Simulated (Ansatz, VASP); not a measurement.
This is a calculation of ZnS (Wurtzite-2H) for Ansatz 0.2.0.

input.yaml

```yaml
crystal:
  lattice:
    - [3.811, 0.0, 0.0]
    - [-1.9055, 3.3004228138, 0.0]
    - [0.0, 0.0, 6.234]
  atoms:
    - { symbol: Zn, position: [0.6666666667, 0.3333333333, 0.5] }
    - { symbol: Zn, position: [0.3333333333, 0.6666666667, 0.0] }
    - { symbol: S, position: [0.6666666667, 0.3333333333, 0.885] }
    - { symbol: S, position: [0.3333333333, 0.6666666667, 0.385] }
hamiltonian:
  xc: pbe
  pseudopotentials: { kind: paw }
kpoints:
  mp_grid: { grid: [8, 8, 5] }
scf:
  occupations: { method: gaussian, width: 0.03 }
output:
  forces: true
  stress: true
  eigenvalues: true
```

Potentials or basis: Ansatz PAW.

The run is started by

```bash
$ ansatz run input.yaml --threads 2 --pin off --max-ram 5632MiB --backend cpu --events-out ev --progress --plain --runs-dir out
```

Q: Set up the same calculation for VASP 6.6.1. Potentials there: VASP PAW PBE potentials, release 64 (Zn, S).

A: As run (the cutoff follows the program's own potentials):

Contents of INCAR:

```
SYSTEM = ZnS
PREC = Accurate ; ENCUT = 520
EDIFF = 1E-6 ; ISMEAR = 0
SIGMA = 0.03 ; LREAL = .False.
LASPH = .True. ; NELM = 80
ALGO = Normal ; ISIF = 2
LWAVE = .False. ; LCHARG = .False.
GGA = PE ; NBANDS = 26
```

KPOINTS

```
regular mesh
0
Gamma
  8 8 5
  0 0 0
```

POSCAR

```
ZnS
1.0
    3.8110000000      0.0000000000      0.0000000000
   -1.9055000000      3.3004228138      0.0000000000
    0.0000000000      0.0000000000      6.2340000000
Zn S
2 2
Direct
    0.6666666667      0.3333333333      0.5000000000
    0.3333333333      0.6666666667      0.0000000000
    0.6666666667      0.3333333333      0.8850000000
    0.3333333333      0.6666666667      0.3850000000
```

Potentials or basis: VASP PAW PBE potentials, release 64 (Zn, S).

Launch:

```bash
$ cat potpaw_PBE.64/Zn/POTCAR potpaw_PBE.64/S/POTCAR > POTCAR
$ mpirun -np 1 vasp_std > vasp.out
```

Both were run:

|  | VASP | Ansatz | Ansatz less VASP |
| --- | --- | --- | --- |
| gap on the k mesh at the Fermi level (eV) | 2.25 | 2.25 | -0.006 |
| least direct gap on the mesh (eV) | 2.25 | 2.25 | -0.006 |
| pressure (GPa) | 2.5 | 2.3 | -0.16 |
| largest component of the traceless stress (GPa) | 1.37 | 1.35 | -0.024 |
| rms of the force components (eV/Å) | 0.186 | 0.184 | -0.0019 |

Atom by atom the forces differ by 0.002 eV/Å (rms over components). With one functional, cell and mesh, what is left measures potentials, basis and numerics.

Caveats: odd divisions of the mesh miss points on the zone boundary, where band edges often lie, so the gap on the mesh can be too wide (Ansatz).
